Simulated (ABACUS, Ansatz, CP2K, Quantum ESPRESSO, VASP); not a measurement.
Fitting the PBE energy curve of SrCl2

```cif
data_structure
_symmetry_space_group_name_H-M 'Fm-3m'
_symmetry_Int_Tables_number 225
_cell_length_a 6.9767
_cell_length_b 6.9767
_cell_length_c 6.9767
_cell_angle_alpha 90.000
_cell_angle_beta 90.000
_cell_angle_gamma 90.000
_cell_volume 339.59
loop_
_atom_site_label
_atom_site_type_symbol
_atom_site_symmetry_multiplicity
_atom_site_Wyckoff_symbol
_atom_site_fract_x
_atom_site_fract_y
_atom_site_fract_z
_atom_site_occupancy
Sr1 Sr 4 a 0.00000 0.00000 0.00000 1
Cl1 Cl 8 c 0.25000 0.25000 0.25000 1
```

The cell was scaled at fixed shape and fractions and run with CP2K, POTENTIAL_UZH Sr GTH-PBE-q10, Cl GTH-PBE-q7; TZVP-MOLOPT-PBE-GTH basis; PBE, k mesh 7 × 7 × 7 on the cell of 3 atoms, fermi-dirac occupations of 0.05 eV, no spin polarisation, no spin-orbit coupling. Energies are those that the program minimises, any entropy of the smearing included.

```tsv
V (Å³/atom)	energy over the lowest row (meV/atom)
26.6009	36.02
27.1669	?
27.7329	12.42
28.2989	5.53
28.8648	1.48
29.4308	0.00
29.9968	0.82
```

Question: Fit the third-order Birch-Murnaghan form, give V0, B0 and B′, and predict the energy left open.

Answer: With y = (V0/V)^(2/3), E = E0 + (9 V0 B0/16) [(y - 1)³ B′ + (y - 1)² (6 - 4y)]. Least squares through the rows shown give V0 = 29.5027 Å³/atom, E0 = -0.02 meV, B0 = 33.60 GPa (1 eV/Å³ = 160.218 GPa) and B′ = 4.39, with a largest miss of 0.00 meV. At V = 27.1669 the form with these constants gives 22.47 meV; the run gave 22.46 meV an atom. Other set-ups at this level, from all their volumes (Å³/atom, GPa): ABACUS, PseudoDojo NC SR 0.4.1 PBE standard, plane waves: V0 29.073, B0 33.66; Ansatz, all-electron LAPW, scalar-relativistic: V0 29.092, B0 33.65; Quantum ESPRESSO, SSSP 1.3 efficiency PBE: V0 29.079, B0 33.65; VASP, PBE PAW files Cl, Sr_sv, 520 eV: V0 29.196, B0 33.56.
